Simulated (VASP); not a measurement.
Here is a VASP 6.6.1 calculation.

File INCAR:

```
ALGO = Normal
EDIFF = 1E-5
EDIFFG = -0.03
ENCUT = 350
GGA = PS
IBRION = 2
ISIF = 2
ISMEAR = 0
ISPIN = 2
KPAR = 4
LASPH = T
LCHARG = F
LDAU = T
LDAUJ = 0 0
LDAUL = 2 -1
LDAUPRINT = 1
LDAUTYPE = 2
LDAUU = 2 0
LMAXMIX = 4
LORBIT = 11
LREAL = Auto
LWAVE = F
MAGMOM = 2 0 0 0 0 0 0 0 0 0 0 0 0 0 0 0 0 0 0 0 0 0 0 0
NELM = 120
NSW = 40
PREC = Accurate
SIGMA = 0.03
```

File KPOINTS:

```
k-points
0
Gamma
  2 3 3
```

Contents of POSCAR:

```
Si23W
1.0
    0.0000000000      8.1555000000      8.1555000000
    5.4370000000      0.0000000000      5.4370000000
    5.4370000000      5.4370000000      0.0000000000
W Si
1 23
Direct
    0.0000000000      0.0000000000      0.0000000000
    0.0000000000      0.0000000000      0.5000000000
    0.0000000000      0.5000000000      0.0000000000
    0.0000000000      0.5000000000      0.5000000000
    0.3333330000      0.0000000000      0.0000000000
    0.3333330000      0.0000000000      0.5000000000
    0.3333330000      0.5000000000      0.0000000000
    0.3333330000      0.5000000000      0.5000000000
    0.6666670000      0.0000000000      0.0000000000
    0.6666670000      0.0000000000      0.5000000000
    0.6666670000      0.5000000000      0.0000000000
    0.6666670000      0.5000000000      0.5000000000
    0.0833333333      0.1250000000      0.1250000000
    0.0833333333      0.1250000000      0.6250000000
    0.0833333333      0.6250000000      0.1250000000
    0.0833333333      0.6250000000      0.6250000000
    0.4166663333      0.1250000000      0.1250000000
    0.4166663333      0.1250000000      0.6250000000
    0.4166663333      0.6250000000      0.1250000000
    0.4166663333      0.6250000000      0.6250000000
    0.7500003333      0.1250000000      0.1250000000
    0.7500003333      0.1250000000      0.6250000000
    0.7500003333      0.6250000000      0.1250000000
    0.7500003333      0.6250000000      0.6250000000
```

Potentials or basis: VASP PAW PBE potentials, release 64 (W_sv, Si).

Command:

```console
$ cat potpaw_PBE.64/W_sv/POTCAR potpaw_PBE.64/Si/POTCAR > POTCAR
$ mpirun -np 4 vasp_std > vasp.out
```

Task: Predict the band gap on the k mesh.

Result: 0.26 eV, indirect (least direct gap 0.38 eV).

Task: Estimate the net moment.

Result: 2.00 μB per cell.

Task: Estimate the site moments.

Result: W +1.35; Si +0.02, +0.01, -0.00, -0.02, -0.03, +0.00 μB.

Forces on the atoms (eV/Å):
```
W   -0.021  0.000  0.000
Si  -0.004 -0.011  0.003
Si  -0.004  0.003 -0.011
Si  -0.003  0.002  0.002
Si   0.000 -0.005 -0.005
Si  -0.004  0.004  0.001
Si  -0.004  0.001  0.004
Si   0.000  0.001  0.001
Si   0.019 -0.007 -0.007
Si  -0.001 -0.001  0.008
Si  -0.001  0.008 -0.001
Si  -0.012  0.004  0.004
Si  -0.007 -0.004 -0.004
Si   0.000 -0.001 -0.005
Si   0.000 -0.005 -0.001
Si  -0.001  0.005  0.005
Si   0.002 -0.001 -0.001
Si   0.002  0.006  0.002
Si   0.002  0.002  0.006
Si   0.005 -0.006 -0.006
Si   0.014 -0.007 -0.007
Si   0.008  0.013  0.001
Si   0.008  0.001  0.013
Si   0.000 -0.001 -0.001
```

Caveat: the PAW data sets were made with another functional, which shifts forces and pressure a little; spin-orbit coupling is left out, which moves the levels of the heavy elements; the U is typed as a test and isn't derived for this compound. The state reached can hang on the start; a lower one may exist.
